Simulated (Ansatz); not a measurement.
# P in Ansatz: the effect of functional

Slab: P, a slab with vacuum.

```
P
1.0
     3.28373    0.00000    0.00000
     0.00000   34.85703    0.00000
     0.00000    0.00000    4.63208
P
4
Direct
  0.50000 0.97026 0.90785
  0.50000 0.02974 0.09215
  0.00000 0.02974 0.40785
  0.00000 0.97026 0.59215
```

Alike in all runs:

```yaml
Program: Ansatz 0.2.0
Task: projected density of states
Potentials_or_basis: Ansatz PAW
k_mesh: 5 × 1 × 4
Occupations: fermi-dirac, width 0.05 eV
Spin: no spin polarisation
```

```csv
functional,cutoff,gap on the mesh (eV),largest force (eV/Å)
LDA,420 eV (not typed: the program's choice for these potentials),0.84,0.18
PBEsol,420 eV (not typed: the program's choice for these potentials),0.88,0.27
r2SCAN,500 eV (not typed: the program's choice for these potentials),1.10,0.09
HSE06,420 eV (not typed: the program's choice for these potentials),1.60,0.13
PBE0,420 eV (not typed: the program's choice for these potentials),2.29,0.13
r2SCAN0,500 eV (not typed: the program's choice for these potentials),?,?
```

Task: What does the run with functional r2SCAN0 give?

Result: gap on the mesh 2.38 eV; largest force 0.14 eV/Å.

Caveats: odd divisions of the mesh miss points on the zone boundary, where band edges often lie, so the gap on the mesh can be too wide; the PAW data sets come from PBE, with cores solved anew for the run's functional, which leaves a small shift of forces and pressure.

A k mesh can miss the band edges.
